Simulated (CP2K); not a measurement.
GaSb:

```xyz
2
Lattice="4.3261 0.0000 0.0000 2.1630 3.7465 0.0000 2.1630 1.2488 3.5322" Properties=species:S:1:pos:R:3 pbc="T T T"
Sb    6.4891    3.7465    2.6492
Ga    0.0000    0.0000    0.0000
```

Base run:

- Program: CP2K 2026.2
- Functional: RPBE
- Dispersion: D3
- Potentials or basis: POTENTIAL_UZH Sb GTH-PBE-q5, Ga GTH-PBE-q13; TZVP-MOLOPT-PBE-GTH basis
- Density cutoff: 6123 eV
- k mesh: 8 × 8 × 8
- Occupations: fermi-dirac, width 0.05 eV
- Spin: no spin polarisation

Its results: band gap on the k mesh 0.16 eV, direct; pressure 1.5 GPa.

Question: After a change of settings the same cell gave: band gap on the k mesh 0.16 eV, direct; pressure 3.8 GPa. Which change was it?
A. dispersion from D3 to D3(BJ)
B. dispersion from D3 to D3(BJ)+ATM
C. dispersion from D3 to D4
D. dispersion from D3 to none

Answer: D.

Dispersion adds attraction, which lowers the pressure at fixed volume and, as a term added to the energy, leaves the levels alone.

Caveats: the potentials were made for another functional, which shifts forces and pressure; spin-orbit coupling is left out, which moves the levels of the heavy elements; the basis of atomic orbitals isn't converged, which shifts pressures, moduli and gaps.

Runs at the PBE level aren't shown here.
